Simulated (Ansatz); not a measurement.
Wanted: the native input for an Ansatz 0.2.0 run.

* Task: relaxation of cell and atoms
* Functional: PBE
* Potentials or basis: Ansatz PAW
* Cutoff: 420 eV (not typed: the program's choice for these potentials)
* k mesh: 11 × 11 × 11
* Occupations: fermi-dirac, width 0.05 eV
* Spin: no spin polarisation

Crystal: Ge.

```
Ge
1.0
    -2.57449    2.57449    1.39741
     2.57449   -2.57449    1.39741
     2.57449    2.57449   -1.39741
Ge
2
Cartesian
  0.0000 0.0000 1.3974
  2.5745 0.0000 0.6987
```

This isn't the form of Ge at room conditions, which is diamond.

One way to write it, as run:

input.yaml

```yaml
crystal:
  lattice:
    - [-2.574489719, 2.574489719, 1.3974126432]
    - [2.574489719, -2.574489719, 1.3974126432]
    - [2.574489719, 2.574489719, -1.3974126432]
  atoms:
    - { symbol: Ge, position: [0.5, 0.5, 0.0] }
    - { symbol: Ge, position: [0.25, 0.75, 0.5] }
hamiltonian:
  xc: pbe
  pseudopotentials: { kind: paw }
kpoints:
  mp_grid: { grid: [11, 11, 11] }
scf:
  occupations: { method: fermi_dirac, width: 0.05 }
output:
  forces: true
  stress: true
  eigenvalues: true
  write_density: true
  write_potential: true
  elf: true
  volumetric_format: npy
relax:
  f_tol: 0.01
  max_steps: 40
  cell: { stress_tol: 0.05 }
```

Potentials or basis: Ansatz PAW.

Run with:

```console
$ ansatz run input.yaml --threads 2 --pin off --max-ram 5632MiB --backend cpu --events-out ev --progress --plain --runs-dir out
```

Results of the run:

- Relaxed volume: 19.33 Å³/atom
- Relaxed cell: a = 3.959 Å, b = 3.959 Å, c = 3.959 Å, α = 97.32°, β = 97.32°, γ = 138.17°
- Space group after relaxing (to 0.05 Å): I4_1/amd (No. 141)
- Energy gained by relaxing: 7.7 meV/atom
- Ionic steps: 6
- Pressure after relaxing: 0.0 GPa
- Band gap on the k mesh: none (metal or under the smearing width)

Caveat: the plane-wave basis is chosen anew once the cell has moved, so the energies of steps on either side of that aren't comparable.

Run time: 16 s on 2 threads of Arm Neoverse V1, with other jobs on the host, peak memory 0.37 GiB.
